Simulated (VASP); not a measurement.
Runs of VASP 6.6.1 on TePb. All rows change the cell; the cell of one of them follows. Symmetry: Fm-3m, No. 225, cubic system. Conventional cell: a = 6.621 Å, b = 6.621 Å, c = 6.621 Å, α = 90.00°, β = 90.00°, γ = 90.00°. Around Te (site symmetry m-3m) lie 6 Pb at 3.31 Å. Pb (site symmetry m-3m) has 6 Te at 3.31 Å as nearest neighbours. 

```csv
cell,gap on the mesh (eV),pressure (GPa)
atoms relaxed from: a relaxed cell with its volume scaled by 1.04,1.17,-1.5
atoms relaxed from: a relaxed cell with its volume scaled by 0.94,0.96,3.0
atoms relaxed from: a relaxed cell with its volume scaled by 1.06,(a),-2.2
atoms relaxed from: a relaxed cell with its volume scaled by 0.98,(b),0.9
atoms relaxed from: a relaxed cell with its volume scaled by 0.96,1.01,1.9
```

Alike in all rows: task relaxation of the atoms; level r2SCAN; potentials or basis VASP PAW PBE potentials, release 64 (Te, Pb_d); no spin polarisation; k mesh 8 × 8 × 8; cutoff (eV) 600; smearing gaussian 0.03 eV.

Problem. Fill in the values left out.

Solution. (a) 1.20; (b) 1.05.

Caveats: the relaxation stopped at its first step, so nothing moved; the PAW data sets were made with another functional, which shifts forces and pressure a little; spin-orbit coupling is left out, which as a rule narrows the gap of such compounds by several tenths of an eV.

A k mesh can miss the band edges, and the runs leave out spin-orbit coupling on Pb, Te.

Runs at the PBE level aren't shown here.
